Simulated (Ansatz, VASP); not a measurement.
ZnS: VASP beside Ansatz

The input INCAR:

```
SYSTEM = ZnS
ALGO = Normal ; EDIFF = 1E-7
ENCUT = 520 ; GGA = PE
ISIF = 2 ; ISMEAR = -1
LASPH = .TRUE. ; LCHARG = .TRUE.
LELF = .TRUE. ; LREAL = .FALSE.
LVHAR = .TRUE. ; LWAVE = .FALSE.
NBANDS = 26 ; NELM = 100
PREC = Accurate ; SIGMA = 0.02
```

File KPOINTS:

```
k-points
0
G
  10 10 6
  0 0 0
```

Contents of POSCAR:

```
ZnS
1.0
    3.8057964671      0.0000000000      0.0000000000
   -1.9028982335      3.2959164221      0.0000000000
    0.0000000000      0.0000000000      6.2379816300
Zn S
2 2
Direct
    0.3333333300      0.6666666700      0.0161705063
    0.6666666700      0.3333333300      0.5001396800
    0.3333333300      0.6666666700      0.3748603200
    0.6666666700      0.3333333300      0.8748603200
```

Input for Ansatz:

```yaml
crystal:
  lattice:
    - [3.8057964671, 0.0, 0.0]
    - [-1.9028982335, 3.2959164221, 0.0]
    - [0.0, 0.0, 6.23798163]
  atoms:
    - { symbol: Zn, position: [0.33333333, 0.66666667, 0.0161705063] }
    - { symbol: Zn, position: [0.66666667, 0.33333333, 0.50013968] }
    - { symbol: S, position: [0.33333333, 0.66666667, 0.37486032] }
    - { symbol: S, position: [0.66666667, 0.33333333, 0.87486032] }
hamiltonian:
  xc: pbe
  pseudopotentials:
    kind: all_electron
    lapw: { muffin_tin_radii: { Zn: 1.127, S: 1.032 } }
kpoints:
  mp_grid: { grid: [10, 10, 6] }
scf:
  occupations: { method: fermi_dirac, width: 0.02 }
  convergence: { dr2_threshold: 1.0e-09 }
output:
  eigenvalues: true
  forces: true
  stress: true
basis:
  ecutwfc: 400
```

The cell is a database's computed one.

Alike in both runs: task single point; functional PBE; k mesh 10 × 10 × 6; occupations fermi-dirac, width 0.02 eV; no spin polarisation.

|  | VASP | Ansatz |
| --- | --- | --- |
| version | VASP 6.6.1 | Ansatz 0.2.0 |
| potentials or method | VASP PAW PBE potentials, release 64 (Zn, S) | all-electron LAPW, scalar-relativistic |
| plane-wave cutoff (eV) | 520 | see its input |

|  | VASP | Ansatz | Ansatz less VASP |
| --- | --- | --- | --- |
| gap on the k mesh at the Fermi level (eV) | 2.16 | 2.16 | -0.001 |
| least direct gap on the mesh (eV) | 2.16 | 2.16 | -0.001 |
| pressure (GPa) | 2.6 | 2.5 | -0.16 |
| largest component of the traceless stress (GPa) | 1.76 | 1.74 | -0.023 |
| rms of the force components (eV/Å) | 0.320 | 0.318 | -0.0028 |

Atom by atom the forces differ by 0.003 eV/Å (rms over components). Ansatz ran all-electron here, so the differences hold the error of VASP's frozen core and of both bases.

A k mesh can miss the band edges. A hybrid or GW would open this gap; PBE tends to underestimate it.
